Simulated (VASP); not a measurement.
# GaAs (F-43m) in VASP: notebook, part 2 of 3

VASP 6.6.1. Earlier steps stand in the parts before.

## Step 4: G0W0 quasiparticle levels, PBE

POSCAR reads:

```
GaAs
1.0
    0.0000000000      2.8268500000      2.8268500000
    2.8268500000      0.0000000000      2.8268500000
    2.8268500000      2.8268500000      0.0000000000
As Ga
1 1
Direct
    0.7500000000      0.7500000000      0.7500000000
    0.0000000000      0.0000000000      0.0000000000
```

INCAR.step1 reads:

```
SYSTEM = GaAs
PREC = Accurate
ENCUT = 450
EDIFF = 1E-8
ISMEAR = 0
SIGMA = 0.01
LREAL = .FALSE.
LASPH = .TRUE.
NELM = 60
ALGO = Fast
LWAVE = .TRUE.
LCHARG = .FALSE.
GGA = PE
```

INCAR.step2 reads:

```
SYSTEM = GaAs
PREC = Accurate
ENCUT = 450
EDIFF = 1E-8
ISMEAR = 0
SIGMA = 0.01
LREAL = .FALSE.
LASPH = .TRUE.
NELM = 1
ALGO = Exact
LWAVE = .TRUE.
LCHARG = .FALSE.
GGA = PE
NBANDS = 117
LOPTICS = .TRUE.
ISTART = 1
```

INCAR.step3 reads:

```
SYSTEM = GaAs
PREC = Accurate
ENCUT = 450
EDIFF = 1E-8
ISMEAR = 0
SIGMA = 0.01
LREAL = .FALSE.
LASPH = .TRUE.
ALGO = EVGW0
LWAVE = .FALSE.
LCHARG = .FALSE.
GGA = PE
NELMGW = 1
NBANDS = 117
ENCUTGW = 75
NOMEGA = 48
PRECFOCK = Fast
ISTART = 1
NBANDSGW = 17
```

KPOINTS reads:

```
Automatic mesh
0
G
  3 3 3
  0 0 0
```

Potentials or basis: VASP PAW PBE potentials, release 64 (As_GW, Ga_d_GW).

Run with:

```console
> cat potpaw_PBE.64/As_GW/POTCAR potpaw_PBE.64/Ga_d_GW/POTCAR > POTCAR
> cp INCAR.step1 INCAR
> mpirun -np 1 vasp_std > vasp.out
> cp INCAR.step2 INCAR
> mpirun -np 1 vasp_std > vasp.out
> cp INCAR.step3 INCAR
> mpirun -np 1 vasp_std > vasp.out
```

OUTCAR:

```text
SYSTEM = GaAs
   PREC = Accurate
   ENCUT = 450
   EDIFF = 1E-8
   ISMEAR = 0
   LREAL = .FALSE.
   LASPH = .TRUE.
   GGA = PE
   NELMGW = 1
   ENCUTGW = 75
   PRECFOCK = Fast
   ISTART = 1

 Found      4 irreducible k-points:

 Following reciprocal coordinates:
            Coordinates               Weight
  0.000000  0.000000  0.000000      1.000000
  0.333333  0.000000  0.000000      8.000000
  0.333333  0.333333  0.000000      6.000000
 -0.333333  0.333333  0.000000     12.000000
   k-points           NKPTS =      4   k-points in BZ     NKDIM =     27   number of bands    NBANDS=    117
   number of dos      NEDOS =    301   number of ions     NIONS =      2
   total plane-waves  NPLWV =  21952
   dimension x,y,z NGX =    28 NGY =   28 NGZ =   28
   dimension x,y,z NGXF=    56 NGYF=   56 NGZF=   56
   ions per type =               1   1
   NGX,Y,Z   is equivalent  to a cutoff of  11.64, 11.64, 11.64 a.u.
   NGXF,Y,Z  is equivalent  to a cutoff of  23.29, 23.29, 23.29 a.u.
 SYSTEM =  GaAs
   PREC   = accura    normal or accurate (medium, high low for compatibility)
   ISTART =      1    job   : 0-new  1-cont  2-samecut
   ICHARG =      0    charge: 1-file 2-atom 10-const
   ISPIN  =      1    spin polarized calculation?
   LNONCOLLINEAR =      F non collinear calculations
   LSORBIT =      F    spin-orbit coupling
   LASPH  =      T    aspherical Exc in radial PAW
   ENCUT  =  450.0 eV  33.07 Ry    5.75 a.u.   6.91  6.91  6.91*2*pi/ulx,y,z
   NELM   =     60;   NELMIN=  2; NELMDL=  0     # of ELM steps
   EDIFF  = 0.1E-07   stopping-criterion for ELM
   LREAL  =      F    real-space projection
   EDIFFG = 0.1E-06   stopping-criterion for IOM
   NSW    =      0    number of steps for IOM
   IBRION =     -1    ionic relax: 0-MD 1-quasi-New 2-CG
   NFREE  =      0    steps in history (QN), initial steepest desc. (CG)
   ISIF   =      0    stress and relaxation
   ISYM   =      3    0-nonsym 1-usesym 2-fastsym
   POTIM  = 0.5000    time-step for ionic-motion
   TEBEG  =    0.0;   TEEND  =   0.0 temperature during run
   PSTRESS=    0.0 pullay stress
   NELECT =      18.0000    total number of electrons
   NUPDOWN=      -1.0000    fix difference up-down
   EMIN   =  10.00;   EMAX   =-10.00  energy-range for DOS
   EFERMI =   0.00;   METHOD = LEGACY
   ISMEAR =     0;   SIGMA  =   0.01  broadening in eV -4-tet -1-fermi 0-gaus
   EFERMI_NEDOS =   21; number of points for ismear=-14 and -15
   IALGO  =     38    algorithm
   IMIX   =      4    mixing-type and parameters
     AMIX     =   0.40;   BMIX     =  1.00
     AMIX_MAG =   1.60;   BMIX_MAG =  1.00
  volume/ion in A,a.u.               =      22.59       152.44
  Fermi-wavevector in a.u.,A,eV,Ry     =   1.204628  2.276417 19.743799  1.451128
  Thomas-Fermi vector in A             =   2.340347
   LORBIT       =      0    0 simple, 1 ext, 2 COOP (PROOUT), +10 PAW based schemes
   GGA     = PE    functional components
   LHFCALC =     T    Hartree Fock is set to
   PRECFOCK=fast      Normal, Fast or Accurate (Low or Medium for compatibility)
   ENCUT4O =  -1.0   cutoff for four orbital integrals eV
   NKREDX  =     1    reduce k-point grid by
   NKREDY  =     1    reduce k-point grid by
   NKREDZ  =     1    reduce k-point grid by
   AEXX    =    1.0000 exact exchange contribution
   HFSCREEN=    0.0000 screening length (either q_TF or 0.3 A-1)
   HFSCREENC=   0.0000 screening length for correlation (either q_TF or 0.3 A-1)
   ENCUTFOCK=  -1.0 apply spherical cutoff to Coloumb kernel
   IVDW    =     0    specifies the selected vdW correction
   LEPSILON=     F    determine dielectric tensor
   LRPA    =     F    only Hartree local field effects (RPA)
   LRPAFORCE           =     F    calculate RPA forces
   ENCUTGW             =  75.0    cutoff for response function in eV
   ENCUTGWSOFT         =  60.0    soft cutoff for Coulomb kernel in GW response function in eV
   ENCUTLF             =  -1.0    cutoff for local field effects
   NELMGW              =     1    number of iterations in solving QP/BSE equation
   NELMHF              =     1    number of iterations in the inner HF iteration
   NKREDLFX            =     1    NKREDLFY  =   1   NKREDLFZ  =   1
 non-spin polarized calculation
 Gauss-broadening in eV      SIGMA  =   0.01
  energy-cutoff  :      450.00
  volume of cell :       45.18
 maximum number of plane-waves:      1002
  NGX = 16; NGY = 16; NGZ = 16
   NGX = 13   NGY = 13   NGZ = 13
 maximum number of plane-waves:        72
 NGX is ok and might be reduce to    14

 QP shifts <psi_nk| G(iteration)W_0 |psi_nk>: iteration 1
 for sc-GW calculations column KS-energies equals QP-energies in previous step
 and V_xc(KS)=  KS-energies - (<T + V_ion + V_H > + <T+V_H+V_ion>^1  + <V_x>^1)

 k-point   1 :       0.0000    0.0000    0.0000
  band No.  KS-energies  QP-energies   sigma(KS)   V_xc(KS)     V^pw_x(r,r')   Z            occupation Imag(sigma)

      1     -10.9652     -13.9647     -26.0677     -21.7129     -35.0607       0.6888       2.0000       0.3155
      2     -10.9652     -13.9647     -26.0677     -21.7129     -35.0607       0.6888       2.0000       0.3155
      3     -10.9652     -13.9647     -26.0677     -21.7129     -35.0607       0.6888       2.0000       0.3155
      4     -10.8897     -13.9077     -26.1892     -21.8097     -35.1532       0.6891       2.0000       0.2818
      5     -10.8897     -13.9077     -26.1892     -21.8097     -35.1532       0.6891       2.0000       0.2818
      6      -8.7613      -9.1229     -11.6444     -11.1300     -18.0691       0.7030       2.0000       1.1448
[... 9 lines left out ...]
     16      14.0011      13.9740      -9.8505      -9.8151      -4.4894       0.7647       0.0000      -0.2902
     17      15.4490      15.2154      -7.9405      -7.6397      -2.1672       0.7763       0.0000      -0.4548
[... 46 lines left out ...]
      1     -11.0523     -13.9395     -25.5670     -21.3600     -34.5293       0.6863       2.0000       0.3445
      2     -10.9358     -13.9509     -26.1341     -21.7622     -35.1196       0.6897       2.0000       0.3047
      3     -10.9284     -13.9559     -26.1607     -21.7908     -35.1572       0.6928       2.0000       0.3104
      4     -10.8975     -13.9103     -26.1645     -21.7897     -35.1296       0.6887       2.0000       0.2818
      5     -10.8864     -13.9129     -26.1903     -21.8146     -35.1595       0.6917       2.0000       0.2799
      6      -6.4238      -6.7758     -12.8094     -12.3079     -18.5480       0.7018       2.0000       0.7855
[... 9 lines left out ...]
     16      18.2111      18.2067      -8.9556      -8.9499      -2.7256       0.7732       0.0000      -0.6855
     17      18.6244      18.4867      -8.4440      -8.2679      -2.3578       0.7822       0.0000      -0.6898
```

OUTCAR.step1:

```text
SYSTEM = GaAs
   PREC = Accurate
   ENCUT = 450
   EDIFF = 1E-8
   ISMEAR = 0
   LREAL = .FALSE.
   LASPH = .TRUE.
[... 171 lines left out ...]
      4.24027      4.24027      4.24027        -0.000000      0.000000      0.000000
      0.00000      0.00000      0.00000         0.000000     -0.000000     -0.000000
 -----------------------------------------------------------------------------------
    total drift:                               -0.000016     -0.000016     -0.000016

  FREE ENERGIE OF THE ION-ELECTRON SYSTEM (eV)
  ---------------------------------------------------
  free  energy   TOTEN  =        -7.6601759757 eV

  energy  without entropy=       -7.6601759757  energy(sigma->0) =       -7.66017598
```

It took 52 s on 1 thread of Intel Xeon Platinum 8259CL at 2.50GHz (Skylake/Cascade Lake), shared host; peak memory 0.28 GiB.

The run converged, but some of its settings lie outside the range that counts as converged, so its numbers aren't taken as properties of the crystal.

Results:

```yaml
Band_gap_on_the_k_mesh_mean-field_level: 0.49 eV, direct
Quasiparticle_gap: 1.42 eV
Least_direct_quasiparticle_gap: 1.42 eV
```

Caveat: the k mesh is coarse (spacing up to 0.64 Å⁻¹), so the values aren't converged; bands, screening cutoff and mesh are small and nothing is extrapolated, so the quasiparticle values aren't converged.

## Step 5: G0W0 quasiparticle levels, PBE

POSCAR is that of step 4.

INCAR.step1 is that of step 4.

Changes to INCAR.step2 since step 4:

```diff
@@ -13,3 +13,3 @@
 GGA = PE
-NBANDS = 117
+NBANDS = 63
 LOPTICS = .TRUE.
```

Changes to INCAR.step3 since step 4:

```diff
@@ -13,5 +13,5 @@
 NELMGW = 1
-NBANDS = 117
-ENCUTGW = 75
-NOMEGA = 48
+NBANDS = 63
+ENCUTGW = 150
+NOMEGA = 72
 PRECFOCK = Fast
```

KPOINTS is that of step 4.

Potentials or basis: VASP PAW PBE potentials, release 64 (As_GW, Ga_d_GW).

Run with:

```console
> cat potpaw_PBE.64/As_GW/POTCAR potpaw_PBE.64/Ga_d_GW/POTCAR > POTCAR
> cp INCAR.step1 INCAR
> mpirun -np 1 vasp_std > vasp.out
> cp INCAR.step2 INCAR
> mpirun -np 1 vasp_std > vasp.out
> cp INCAR.step3 INCAR
> mpirun -np 1 vasp_std > vasp.out
```

OUTCAR:

```text
SYSTEM = GaAs
   PREC = Accurate
   ENCUT = 450
   EDIFF = 1E-8
   ISMEAR = 0
   LREAL = .FALSE.
   LASPH = .TRUE.
   GGA = PE
   NELMGW = 1
   ENCUTGW = 150
   PRECFOCK = Fast
   ISTART = 1

 Found      4 irreducible k-points:

 Following reciprocal coordinates:
            Coordinates               Weight
  0.000000  0.000000  0.000000      1.000000
  0.333333  0.000000  0.000000      8.000000
  0.333333  0.333333  0.000000      6.000000
 -0.333333  0.333333  0.000000     12.000000
   k-points           NKPTS =      4   k-points in BZ     NKDIM =     27   number of bands    NBANDS=     63
   number of dos      NEDOS =    301   number of ions     NIONS =      2
   total plane-waves  NPLWV =  21952
   dimension x,y,z NGX =    28 NGY =   28 NGZ =   28
   dimension x,y,z NGXF=    56 NGYF=   56 NGZF=   56
   ions per type =               1   1
   NGX,Y,Z   is equivalent  to a cutoff of  11.64, 11.64, 11.64 a.u.
   NGXF,Y,Z  is equivalent  to a cutoff of  23.29, 23.29, 23.29 a.u.
 SYSTEM =  GaAs
   PREC   = accura    normal or accurate (medium, high low for compatibility)
   ISTART =      1    job   : 0-new  1-cont  2-samecut
   ICHARG =      0    charge: 1-file 2-atom 10-const
   ISPIN  =      1    spin polarized calculation?
   LNONCOLLINEAR =      F non collinear calculations
   LSORBIT =      F    spin-orbit coupling
   LASPH  =      T    aspherical Exc in radial PAW
   ENCUT  =  450.0 eV  33.07 Ry    5.75 a.u.   6.91  6.91  6.91*2*pi/ulx,y,z
   NELM   =     60;   NELMIN=  2; NELMDL=  0     # of ELM steps
   EDIFF  = 0.1E-07   stopping-criterion for ELM
   LREAL  =      F    real-space projection
   EDIFFG = 0.1E-06   stopping-criterion for IOM
   NSW    =      0    number of steps for IOM
   IBRION =     -1    ionic relax: 0-MD 1-quasi-New 2-CG
   NFREE  =      0    steps in history (QN), initial steepest desc. (CG)
   ISIF   =      0    stress and relaxation
   ISYM   =      3    0-nonsym 1-usesym 2-fastsym
   POTIM  = 0.5000    time-step for ionic-motion
   TEBEG  =    0.0;   TEEND  =   0.0 temperature during run
   PSTRESS=    0.0 pullay stress
   NELECT =      18.0000    total number of electrons
   NUPDOWN=      -1.0000    fix difference up-down
   EMIN   =  10.00;   EMAX   =-10.00  energy-range for DOS
   EFERMI =   0.00;   METHOD = LEGACY
   ISMEAR =     0;   SIGMA  =   0.01  broadening in eV -4-tet -1-fermi 0-gaus
   EFERMI_NEDOS =   21; number of points for ismear=-14 and -15
   IALGO  =     38    algorithm
   IMIX   =      4    mixing-type and parameters
     AMIX     =   0.40;   BMIX     =  1.00
     AMIX_MAG =   1.60;   BMIX_MAG =  1.00
  volume/ion in A,a.u.               =      22.59       152.44
  Fermi-wavevector in a.u.,A,eV,Ry     =   1.204628  2.276417 19.743799  1.451128
  Thomas-Fermi vector in A             =   2.340347
   LORBIT       =      0    0 simple, 1 ext, 2 COOP (PROOUT), +10 PAW based schemes
   GGA     = PE    functional components
   LHFCALC =     T    Hartree Fock is set to
   PRECFOCK=fast      Normal, Fast or Accurate (Low or Medium for compatibility)
   ENCUT4O =  -1.0   cutoff for four orbital integrals eV
   NKREDX  =     1    reduce k-point grid by
   NKREDY  =     1    reduce k-point grid by
   NKREDZ  =     1    reduce k-point grid by
   AEXX    =    1.0000 exact exchange contribution
   HFSCREEN=    0.0000 screening length (either q_TF or 0.3 A-1)
   HFSCREENC=   0.0000 screening length for correlation (either q_TF or 0.3 A-1)
   ENCUTFOCK=  -1.0 apply spherical cutoff to Coloumb kernel
   IVDW    =     0    specifies the selected vdW correction
   LEPSILON=     F    determine dielectric tensor
   LRPA    =     F    only Hartree local field effects (RPA)
   LRPAFORCE           =     F    calculate RPA forces
   ENCUTGW             = 150.0    cutoff for response function in eV
   ENCUTGWSOFT         = 120.0    soft cutoff for Coulomb kernel in GW response function in eV
   ENCUTLF             =  -1.0    cutoff for local field effects
   NELMGW              =     1    number of iterations in solving QP/BSE equation
   NELMHF              =     1    number of iterations in the inner HF iteration
   NKREDLFX            =     1    NKREDLFY  =   1   NKREDLFZ  =   1
 non-spin polarized calculation
 Gauss-broadening in eV      SIGMA  =   0.01
  energy-cutoff  :      450.00
  volume of cell :       45.18
 maximum number of plane-waves:      1002
  NGX = 16; NGY = 16; NGZ = 16
   NGX = 13   NGY = 13   NGZ = 13
 maximum number of plane-waves:       194

 QP shifts <psi_nk| G(iteration)W_0 |psi_nk>: iteration 1
 for sc-GW calculations column KS-energies equals QP-energies in previous step
 and V_xc(KS)=  KS-energies - (<T + V_ion + V_H > + <T+V_H+V_ion>^1  + <V_x>^1)

 k-point   1 :       0.0000    0.0000    0.0000
  band No.  KS-energies  QP-energies   sigma(KS)   V_xc(KS)     V^pw_x(r,r')   Z            occupation Imag(sigma)

      1     -10.9652     -13.2124     -25.0208     -21.7129     -35.0607       0.6793       2.0000       0.3179
      2     -10.9652     -13.2124     -25.0208     -21.7129     -35.0607       0.6793       2.0000       0.3179
      3     -10.9652     -13.2124     -25.0208     -21.7129     -35.0607       0.6793       2.0000       0.3179
      4     -10.8897     -13.1549     -25.1466     -21.8097     -35.1532       0.6788       2.0000       0.2876
      5     -10.8897     -13.1549     -25.1466     -21.8097     -35.1532       0.6788       2.0000       0.2876
      6      -8.7613      -9.0703     -11.5537     -11.1300     -18.0691       0.7295       2.0000       1.0825
[... 9 lines left out ...]
     16      14.0011      14.1475      -9.6236      -9.8151      -4.4894       0.7644       0.0000      -0.2778
     17      15.4490      15.3430      -7.7759      -7.6397      -2.1672       0.7777       0.0000      -0.4236
[... 46 lines left out ...]
      1     -11.0523     -13.2141     -24.5553     -21.3600     -34.5293       0.6765       2.0000       0.3434
      2     -10.9358     -13.1949     -25.0857     -21.7622     -35.1196       0.6797       2.0000       0.3076
      3     -10.9284     -13.1925     -25.1081     -21.7908     -35.1572       0.6825       2.0000       0.3140
      4     -10.8975     -13.1562     -25.1215     -21.7897     -35.1296       0.6779       2.0000       0.2862
      5     -10.8864     -13.1521     -25.1465     -21.8146     -35.1595       0.6800       2.0000       0.2844
      6      -6.4238      -6.7050     -12.7162     -12.3079     -18.5480       0.6883       2.0000       0.6849
[... 9 lines left out ...]
     16      18.2111      18.3159      -8.8151      -8.9499      -2.7256       0.7768       0.0000      -0.6700
     17      18.6244      18.6109      -8.2851      -8.2679      -2.3578       0.7845       0.0000      -0.6758
```

OUTCAR.step2:

```text
SYSTEM = GaAs
   PREC = Accurate
   ENCUT = 450
   EDIFF = 1E-8
[... 538 lines left out ...]
  --------------------------------------------------------------------------------------------------------------
     0.00000   291.13519   291.13519   291.13519    -0.00000    -0.00000    -0.00000
     0.87801   -99.36919   -99.36919   -99.36919    -0.00000    -0.00000    -0.00000
     1.75603    59.38876    59.38876    59.38876    -0.00000    -0.00000     0.00000
     2.63404   -33.49033   -33.49033   -33.49033    -0.00000     0.00000     0.00000
     3.51205    28.08029    28.08029    28.08029    -0.00000     0.00000     0.00000
     4.39007   -37.20547   -37.20547   -37.20547     0.00000     0.00000    -0.00000
[... 92 lines left out ...]
    86.04529     0.91935     0.91935     0.91935     0.00000     0.00000     0.00000
    86.92331     0.92133     0.92133     0.92133     0.00000     0.00000     0.00000
```

Run time: 44 s. Hardware: 1 thread of Intel Xeon Platinum 8259CL at 2.50GHz (Skylake/Cascade Lake), shared host; peak memory 0.28 GiB.

The run converged, but some of its settings lie outside the range that counts as converged, so its numbers aren't taken as properties of the crystal.

What came out:

```
Band gap on the k mesh, mean-field level : 0.49 eV, direct
Quasiparticle gap                        : 1.46 eV
Least direct quasiparticle gap           : 1.46 eV
```

Caveat: the k mesh is coarse (spacing up to 0.64 Å⁻¹), so the values aren't converged; bands, screening cutoff and mesh are small and nothing is extrapolated, so the quasiparticle values aren't converged.

[end of part 2 of 3]
